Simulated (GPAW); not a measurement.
Crystal: GaP.

```
Ga P
1.0
     0.00000    2.72525    2.72525
     2.72525    0.00000    2.72525
     2.72525    2.72525    0.00000
Ga P
1 1
Direct
  0.00000 0.00000 0.00000
  0.75000 0.75000 0.75000
```

| Property | Result |
| --- | --- |
| Program | GPAW 26.7.0 |
| Task | relaxation of cell and atoms |
| Functional | PBE |
| Potentials or basis | GPAW PAW data sets (gpaw-data 1.2.1) |
| Cutoff | 600 eV |
| Basis | pw |
| k mesh | 8 × 8 × 8 |
| Occupations | fermi-dirac, width 0.05 eV |
| Spin | no spin polarisation |

At the start: pressure 4.5 GPa; volume 20.24 Å³/atom.

How do energy, volume and symmetry change on relaxing?

Over 4 steps the energy falls by 14.5 meV/atom and the volume is 21.30 Å³/atom (+5.2 %); space group F-43m (No. 216, to 0.05 Å).

Step by step:
```csv
step,energy change (eV),largest force (eV/Å),pressure (GPa),volume (Å³)
1,0.0000,0.0000,4.55,40.48
2,-0.0124,0.0000,3.35,40.98
3,-0.0288,0.0000,0.20,42.50
4,-0.0289,0.0000,0.01,42.60
```

Final structure:
```
CELL_PARAMETERS angstrom
0.00000 2.77191 2.77191
2.77191 0.00000 2.77191
2.77191 2.77191 0.00000
ATOMIC_POSITIONS crystal
Ga 0.00000 0.00000 0.00000
P 0.75000 0.75000 0.75000
```

Caveat: the data sets keep Ga 3d, Li 1s and Be 1s frozen, and some such compounds lay over 1.5 % in volume off other programs; later steps reuse the first step's grids.
